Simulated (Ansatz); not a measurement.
Here is an Ansatz 0.2.0 calculation.

The input input.yaml:

```yaml
crystal:
  lattice:
    - [0.0, 2.1554, 2.1554]
    - [2.1554, 0.0, 2.1554]
    - [2.1554, 2.1554, 0.0]
  atoms:
    - { symbol: Fe, position: [0.0, 0.0, 0.0], spin: 3.0 }
    - { symbol: O, position: [0.5, 0.5, 0.5] }
kpoints:
  mp_grid: { grid: [11, 11, 11] }
scf:
  occupations: { method: gaussian, width: 0.026 }
hamiltonian:
  xc: pbe
  pseudopotentials: { kind: all_electron, lapw: { basis_error: 0.001 } }
magnetization:
  spin_polarized: true
output:
  forces: true
  stress: true
  eigenvalues: true
```

Potentials or basis: all-electron LAPW, scalar-relativistic.

Command:

```sh
$ ansatz run input.yaml --threads 2 --pin off --max-ram 6144MiB --backend cpu --events-out ev --progress --plain --runs-dir out
```

(1) Predict the band gap on the k mesh.

(2) What does it give for the absolute moment?

Answers

(1) none (metal or under the smearing width).

(2) 4.01 μB per cell.

Caveat: a cell with one magnetic atom can't hold antiferromagnetic order, which such compounds often take; semilocal functionals often make such compounds metallic where correlation or magnetic order opens a gap, which also shifts bond lengths.

The gap isn't set beside the measured one, since this odd mesh misses points on the zone boundary.
